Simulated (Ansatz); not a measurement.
Runs of Ansatz 0.2.0 on FePt (Tetraferroplatinum). It takes space group P4/mmm (No. 123, tetragonal). The conventional cell has a = 2.724 Å, b = 2.724 Å, c = 3.720 Å, α = 90.00°, β = 90.00°, γ = 90.00°. Pt (site symmetry 4/mmm) is surrounded by 8 Fe at 2.68 Å and 4 Pt at 2.72 Å. Fe (site symmetry 4/mmm) has 8 Pt at 2.68 Å and 4 Fe at 2.72 Å as nearest neighbours. 

```tsv
level	cutoff (eV)	gap on the mesh (eV)	pressure (GPa)	moment (μB)
PBEsol	420	none	-6.4	3.28
r2SCAN	500	none	2.4	3.64
revPBE	420	none	(b)	3.30
LDA	420	none	-12.9	3.25
PBE	420	none	(a)	3.28
```

Alike in all rows: task projected density of states; potentials or basis Ansatz PAW; spin collinear, ferromagnetic start; cell as given; k mesh 6 × 6 × 4; smearing fermi-dirac 0.05 eV; the mesh is coarse, so values aren't converged.

Task: Fill in the values left out.

Result: (a) 2.9; (b) 6.5.

Caveats: all runs use coarse meshes; the density of states is complete only up to the lowest level of the last band computed; the PAW data sets come from PBE, with cores solved anew for the run's functional, which leaves a small shift of forces and pressure (some runs); the magnetic or orbital state may not be the lowest (some runs).

A k mesh can miss the band edges, and the runs leave out spin-orbit coupling on Pt.

A gap of «none» marks a metal or a gap under the smearing width.
